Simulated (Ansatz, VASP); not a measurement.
**Cr in VASP and in Ansatz**

```xyz
1
Lattice="-1.4109 1.4109 1.4109 1.4109 -1.4109 1.4109 1.4109 1.4109 -1.4109" Properties=species:S:1:pos:R:3 pbc="T T T"
Cr    0.0000    0.0000    0.0000
```

Alike in both runs: functional PBE; dispersion D3(BJ); k mesh 20 × 20 × 20; occupations gaussian, width 0.1 eV; no spin polarisation.

Ansatz relaxed the structure, and its values are those at the end. VASP's run is a single point on that final structure, the one shown.

```csv
,VASP,Ansatz
version,VASP 6.6.1,Ansatz 0.2.0
potentials or method,"VASP PAW PBE potentials, release 64 (Cr_pv)","scalar-relativistic, plane waves, PAW"
plane-wave cutoff (eV),520,420
valence electrons in the cell,12,14
```

VASP gave:

```
gap on the k mesh at the Fermi level (eV) : none
pressure (GPa)                            : -0.5
```

Problem. What did Ansatz give for the same quantities?

Solution. gap on the k mesh at the Fermi level (eV): none; pressure (GPa): 0.0.

A gap of «none» marks a metal or a gap that the smearing closes. The two sets of potentials don't hold the same shells in valence.

Caveats: the run has no spin polarisation, though such a crystal can be magnetic; pairwise dispersion overbinds metals, which lowers pressure and volume. Spin polarisation is off, so any magnetic state and its effect on volume and gap are missing.
